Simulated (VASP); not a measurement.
# InP, elastic tensor from stress against strain: which settings are enough?

InP, F-43m (no. 216), 2 atoms in the cell. LDA, elastic tensor from stress against strain; PAW potentials In_d, P (LDA set). VASP 6.6.1.

Wanted: bulk modulus within 1.5 %; shear modulus within 3 %; lowest eigenvalue of the elastic tensor within 5 %.

Geometry: relaxed with this functional.

The series start from Plane-wave cutoff (eV): 380; k mesh: 8x8x8; Strain step: 0.005; SCF threshold (eV): 1e-7; Ions under strain: relaxed at each strain. Each series keeps the choices made before it, and each single choice may use up half of a tolerance. Times cover all steps of a run.

## Plane-wave cutoff (eV)

| Plane-wave cutoff (eV) | Bulk modulus (GPa) | Shear modulus (GPa) | Lowest eigenvalue of the elastic tensor (GPa) | Time (s) |
|---|---|---|---|---|
| 260 | 70.89 | 34.34 | 43.72 | 36 |
| 290 | 70.93 | 34.39 | 43.93 | 35 |
| 330 | 70.94 | 34.25 | 43.93 | 39 |
| 380 | 71.19 | 34.22 | 44 | 80 |
| 460 (reference) | 71.39 | 34.29 | 44.06 | 101 |

Chosen: 260, the loosest value from which every tighter one stays within half of the tolerance.

## k mesh

| k mesh | Bulk modulus (GPa) | Shear modulus (GPa) | Lowest eigenvalue of the elastic tensor (GPa) | Time (s) |
|---|---|---|---|---|
| 4x4x4 | 71.98 | 34.3 | 44.19 | 17 |
| 6x6x6 | 71.12 | 34.47 | 43.84 | 23 |
| 8x8x8 | 70.89 | 34.34 | 43.72 | 36 |
| 10x10x10 | 70.8 | 34.3 | 43.76 | 54 |
| 12x12x12 (reference) | 70.79 | 34.36 | 43.84 | 80 |

Chosen: 6x6x6.

## Strain step

| Strain step | Bulk modulus (GPa) | Shear modulus (GPa) | Lowest eigenvalue of the elastic tensor (GPa) | Time (s) |
|---|---|---|---|---|
| 0.005 | 71.12 | 34.47 | 43.84 | 23 |
| 0.0025 | 71.27 | 34.66 | 44.43 | 19 |
| 0.01 | 71 | 34.09 | 43.84 | 21 |
| 0.02 | 71.03 | 34.08 | 44.04 | 21 |
| 0.04 | 71.28 | 33.91 | 43.53 | 24 |

Chosen: 0.005; no other choice that stays within half of the tolerance saves 30 % of the time.

## SCF threshold (eV)

| SCF threshold (eV) | Bulk modulus (GPa) | Shear modulus (GPa) | Lowest eigenvalue of the elastic tensor (GPa) | Time (s) |
|---|---|---|---|---|
| 0.001 | 70.99 | 36.94 | 43.59 | 17 |
| 0.0001 | 72.53 | 36.11 | 43.67 | 21 |
| 1e-5 | 70.5 | 37.14 | 43.93 | 14 |
| 1e-7 (reference) | 71.12 | 34.47 | 43.84 | 23 |

Chosen: 1e-7; the next looser run is off by more than half of the tolerance, so convergence isn't shown beyond this value.

## Ions under strain

| Ions under strain | Bulk modulus (GPa) | Shear modulus (GPa) | Lowest eigenvalue of the elastic tensor (GPa) | Time (s) |
|---|---|---|---|---|
| relaxed at each strain | 71.12 | 34.47 | 43.84 | 23 |
| clamped | 71.12 | 45.06 | 43.84 | 14 |

Chosen: relaxed at each strain.

## All choices together

| Input | Bulk modulus (GPa) | Shear modulus (GPa) | Lowest eigenvalue of the elastic tensor (GPa) | Time (s) |
|---|---|---|---|---|
| program defaults, KSPACING-like mesh of 0.5 per A (naive) | 73.6 | 33.5 | 41.42 | 9.5 |
| chosen settings | 71.12 | 34.47 | 43.84 | 23 |
| reference settings throughout | 71.22 | 34.21 | 43.97 | 202 |

The chosen settings stay within the tolerance of the reference run, but the reference itself isn't shown to be converged in: SCF threshold (eV).

## The input

INCAR:
```
SYSTEM = InP
ALGO = Normal
EDIFF = 1E-7
EDIFFG = -0.002
ENCUT = 260
GGA = CA
IBRION = 2
ISIF = 2
ISMEAR = 0
KPAR = 4
LASPH = .True.
LCHARG = .False.
LREAL = .False.
LWAVE = .False.
NELM = 120
NSW = 30
PREC = Accurate
SIGMA = 0.02
```

KPOINTS:
```
Automatic mesh
0
Gamma
  6 6 6
  0 0 0
```

POSCAR.step1:
```
InP
 1.0000000000000000
     0.0000000000000000    2.9142224924165094    2.9142224924165094
     2.8996513799544270    0.0000000000000000    2.9142224924165094
     2.8996513799544270    2.9142224924165094    0.0000000000000000
 In  P
   1   1
Direct
  0.0000000000000000  0.0000000000000000  0.0000000000000000
  0.7500000000000000  0.7500000000000000  0.7500000000000000
```

POSCAR.step2:
```
InP
 1.0000000000000000
     0.0000000000000000    2.9142224924165094    2.9142224924165094
     2.9287936048785919    0.0000000000000000    2.9142224924165094
     2.9287936048785919    2.9142224924165094    0.0000000000000000
 In  P
   1   1
Direct
  0.0000000000000000  0.0000000000000000 -0.0000000000000000
  0.7500000000000000  0.7499999999999999  0.7500000000000000
```

POSCAR.step3:
```
InP
 1.0000000000000000
     0.0000000000000000    2.9069369361854682    2.9069369361854682
     2.9142224924165094   -0.0072855562310413    2.9142224924165094
     2.9142224924165094    2.9142224924165094   -0.0072855562310413
 In  P
   1   1
Direct
  0.0000000000000000  0.0000000000000000  0.0000000000000000
  0.7499999999999998  0.7500000000000001  0.7500000000000001
```

POSCAR.step4:
```
InP
 1.0000000000000000
     0.0000000000000000    2.9215080486475506    2.9215080486475506
     2.9142224924165094    0.0072855562310413    2.9142224924165094
     2.9142224924165094    2.9142224924165094    0.0072855562310413
 In  P
   1   1
Direct
  0.0000000000000000  0.0000000000000000 -0.0000000000000000
  0.7499999999999999  0.7500000000000000  0.7500000000000000
```

Commands (each step's output is kept before the next begins):
```
cat potpaw_LDA.64/In_d/POTCAR potpaw_LDA.64/P/POTCAR > POTCAR
cp POSCAR.step1 POSCAR
mpirun -np 4 vasp_std > vasp.out
rm WAVECAR CHG
cp POSCAR.step2 POSCAR
mpirun -np 4 vasp_std > vasp.out
rm WAVECAR CHG
cp POSCAR.step3 POSCAR
mpirun -np 4 vasp_std > vasp.out
rm WAVECAR CHG
cp POSCAR.step4 POSCAR
mpirun -np 4 vasp_std > vasp.out
```

The chosen input took VASP 6.6.1 23 s on 4 cores (Intel Xeon Platinum 8375C @ 2.90GHz (Ice Lake)), a shared host.

## An input that fails: stress not computed (ISIF 0)

It runs to its end, but its output holds no elastic tensor.

Changes against the starting input:
```
(all steps)
- ISIF = 2
+ ISIF = 0
```
